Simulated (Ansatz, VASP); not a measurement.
One calculation of Si, two programs

INCAR

```
SYSTEM = Si
  PREC = Accurate
  ENCUT = 520
  EDIFF = 1E-8
  ISMEAR = -1
  SIGMA = 0.08
  LREAL = .FALSE.
  LASPH = .TRUE.
  NELM = 60
  ALGO = Normal
  ISIF = 2
  LWAVE = .FALSE.
  LCHARG = .FALSE.
  LEFG = .TRUE.
  NBANDS = 11
```

Contents of KPOINTS:

```
regular mesh
0
G
  12 12 12
  0 0 0
```

The input POSCAR:

```
Si
1.0
    0.0000000000      2.6600366906      2.6600366906
    2.6600366906      0.0000000000      2.6600366906
    2.6600366906      2.6600366906      0.0000000000
Si
2
Direct
    0.5000000000      0.5000000000      0.5000000000
    0.7500000000      0.7500000000      0.7500000000
```

Input for Ansatz:

```yaml
crystal:
  lattice:
    - [0.0, 2.6600366906, 2.6600366906]
    - [2.6600366906, 0.0, 2.6600366906]
    - [2.6600366906, 2.6600366906, 0.0]
  atoms:
    - { symbol: Si, position: [0.5, 0.5, 0.5] }
    - { symbol: Si, position: [0.75, 0.75, 0.75] }
kpoints:
  mp_grid: { grid: [12, 12, 12] }
scf:
  occupations: { method: fermi_dirac, width: 0.08 }
hamiltonian:
  xc: lda
  pseudopotentials: { kind: all_electron, datasets: crystal }
output:
  forces: true
  stress: true
  eigenvalues: true
  efg: { contact_densities: true }
```

Change from the starting cell: volume scaled by 0.94, crystal datasets.

Alike in both runs: task electric field gradients; functional LDA; k mesh 12 × 12 × 12; occupations fermi-dirac, width 0.08 eV; no spin polarisation.

```csv
,VASP,Ansatz
version,VASP 6.6.1,Ansatz 0.2.0
potentials or method,"VASP PAW LDA potentials, release 64 (Si)","all-electron PAW with datasets made for the crystal, scalar-relativistic"
plane-wave cutoff (eV),520,see its input
```

```tsv
	VASP	Ansatz	Ansatz less VASP
pressure (GPa)	4.9	4.8	-0.14
Vzz of the field gradient on the site that differs most (V/Å²)	0.0	0.0	0.00
```

Ansatz ran all-electron here, so the differences hold the error of VASP's frozen core and of both bases.
